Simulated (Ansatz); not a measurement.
# Bands of ZrSe₂

```xyz
3
Lattice="3.7980 0.0000 0.0000 -1.8990 3.2892 0.0000 0.0000 0.0000 6.1920" Properties=species:S:1:pos:R:3 pbc="T T T"
Zr    0.0000    0.0000    0.0000
Se    0.0000    2.1928    1.5480
Se    1.8990    1.0964    4.6440
```

Atoms are numbered in the order listed.

The conventional cell has a = 3.798 Å, b = 3.798 Å, c = 6.192 Å, α = 90.00°, β = 90.00°, γ = 120.00°. Zr (atom 1) is surrounded by 6 Se at 2.68 Å. Around Se (atom 2) lie 3 Zr at 2.68 Å.

The cell is COD entry 1539555, as deposited and not checked against the literature; nothing was relaxed. It differs from other determinations.

Level of theory: DFT, PBE, all-electron LAPW, scalar-relativistic in Ansatz 0.2.0.

The runs use a Γ-centred 8×8×5 k mesh, Fermi–Dirac smearing of 0.01 eV, basis error target 1 meV/atom, no spin polarisation.

Points in fractions of the reciprocal vectors of this cell: Γ (0, 0, 0), M (0.5, 0, 0), K (0.333, 0.333, 0), A (0, 0, 0.5), L (0.5, 0, 0.5), H (0.333, 0.333, 0.5). The path joins them by straight lines in the order Γ–M–K–Γ–A–L–H–A–L; legs that retrace an earlier one aren't tabulated. Energies are in eV from the top of the valence band.

**Question.** Metal or insulator at this level of theory?

**Answer.** An insulator or semiconductor: gap 0.37 eV, indirect from Γ to L (0.5, 0, 0.5) (so small a gap may close at points that the mesh and path miss).

**Question.** Tabulate bands 37 to 42, counted from the lowest band of the run, along the path.

**Answer.** 
| k (1/Å) | point | band 37 | band 38 | band 39 | band 40 | band 41 | band 42 |
| --- | --- | --- | --- | --- | --- | --- | --- |
| 0.00 | Γ | -0.06 | -0.06 | 0.00 | 1.05 | 1.05 | 1.58 |
| 0.14 |  | -0.52 | -0.27 | 0.00 | 1.13 | 1.27 | 1.67 |
| 0.27 |  | -1.40 | -0.64 | -0.09 | 1.09 | 1.66 | 1.89 |
| 0.41 |  | -2.32 | -0.98 | -0.40 | 0.95 | 1.99 | 2.16 |
| 0.55 |  | -2.48 | -1.22 | -0.90 | 0.80 | 2.21 | 2.45 |
| 0.68 |  | -2.47 | -1.45 | -1.33 | 0.68 | 2.37 | 2.70 |
| 0.82 |  | -2.49 | -1.93 | -1.36 | 0.60 | 2.47 | 2.83 |
| 0.96 | M | -2.51 | -2.14 | -1.37 | 0.57 | 2.51 | 2.85 |
| 1.03 |  | -2.49 | -2.09 | -1.50 | 0.68 | 2.51 | 2.83 |
| 1.11 |  | -2.47 | -1.98 | -1.82 | 0.94 | 2.50 | 2.78 |
| 1.19 |  | -2.44 | -2.21 | -1.86 | 1.23 | 2.50 | 2.70 |
| 1.27 |  | -2.44 | -2.41 | -1.78 | 1.47 | 2.52 | 2.62 |
| 1.35 |  | -2.39 | -2.37 | -1.74 | 1.62 | 2.55 | 2.58 |
| 1.43 |  | -2.34 | -2.33 | -1.74 | 1.68 | 2.59 | 2.59 |
| 1.51 | K | -2.32 | -2.32 | -1.75 | 1.69 | 2.60 | 2.60 |
| 1.66 |  | -2.45 | -2.35 | -1.66 | 1.68 | 2.52 | 2.59 |
| 1.82 |  | -2.63 | -2.33 | -1.37 | 1.52 | 2.35 | 2.69 |
| 1.98 |  | -2.46 | -2.05 | -0.97 | 1.32 | 2.13 | 2.72 |
| 2.14 |  | -2.30 | -1.54 | -0.51 | 1.26 | 1.87 | 2.42 |
| 2.29 |  | -1.59 | -0.92 | -0.14 | 1.27 | 1.57 | 2.04 |
| 2.45 |  | -0.63 | -0.35 | 0.00 | 1.22 | 1.24 | 1.70 |
| 2.61 | Γ | -0.06 | -0.06 | 0.00 | 1.05 | 1.05 | 1.58 |
| 2.68 |  | -0.12 | -0.07 | -0.07 | 1.05 | 1.05 | 1.63 |
| 2.75 |  | -0.42 | -0.09 | -0.09 | 1.05 | 1.05 | 1.73 |
| 2.83 |  | -0.80 | -0.12 | -0.12 | 1.04 | 1.04 | 1.82 |
| 2.90 |  | -1.22 | -0.16 | -0.16 | 1.03 | 1.03 | 1.89 |
| 2.97 |  | -1.61 | -0.19 | -0.19 | 1.03 | 1.03 | 1.93 |
| 3.04 |  | -1.92 | -0.22 | -0.22 | 1.02 | 1.02 | 1.95 |
| 3.12 | A | -2.05 | -0.22 | -0.22 | 1.02 | 1.02 | 1.96 |
| 3.25 |  | -1.74 | -0.64 | -0.41 | 1.10 | 1.24 | 2.14 |
| 3.39 |  | -1.45 | -1.27 | -0.74 | 1.07 | 1.65 | 2.50 |
| 3.53 |  | -2.10 | -1.03 | -1.00 | 0.92 | 2.04 | 2.68 |
| 3.66 |  | -2.31 | -1.13 | -1.02 | 0.72 | 2.30 | 2.69 |
| 3.80 |  | -2.29 | -1.13 | -1.11 | 0.55 | 2.44 | 2.72 |
| 3.94 |  | -2.41 | -1.08 | -1.06 | 0.43 | 2.49 | 2.80 |
| 4.07 | L | -2.52 | -1.06 | -0.99 | 0.37 | 2.51 | 2.84 |
| 4.15 |  | -2.52 | -1.18 | -1.02 | 0.46 | 2.51 | 2.81 |
| 4.23 |  | -2.51 | -1.48 | -1.11 | 0.68 | 2.50 | 2.74 |
| 4.31 |  | -2.52 | -1.81 | -1.26 | 0.93 | 2.50 | 2.63 |
| 4.39 |  | -2.57 | -2.04 | -1.46 | 1.19 | 2.46 | 2.49 |
| 4.47 |  | -2.50 | -2.09 | -1.68 | 1.44 | 2.33 | 2.40 |
| 4.54 |  | -2.41 | -2.05 | -1.88 | 1.66 | 2.20 | 2.31 |
| 4.62 | H | -2.36 | -2.01 | -2.01 | 1.76 | 2.21 | 2.21 |
| 4.78 |  | -2.48 | -1.98 | -1.81 | 1.64 | 2.00 | 2.53 |
| 4.94 |  | -2.41 | -2.07 | -1.43 | 1.58 | 1.82 | 2.69 |
| 5.10 |  | -2.09 | -2.08 | -1.08 | 1.51 | 1.69 | 2.80 |
| 5.25 |  | -1.96 | -1.59 | -0.96 | 1.42 | 1.64 | 2.87 |
| 5.41 |  | -1.53 | -1.19 | -1.01 | 1.34 | 1.50 | 2.63 |
| 5.57 |  | -1.67 | -0.74 | -0.48 | 1.20 | 1.21 | 2.20 |
| 5.73 | A | -2.05 | -0.22 | -0.22 | 1.02 | 1.02 | 1.96 |

Kohn–Sham gaps of semilocal functionals usually fall short of measured ones.
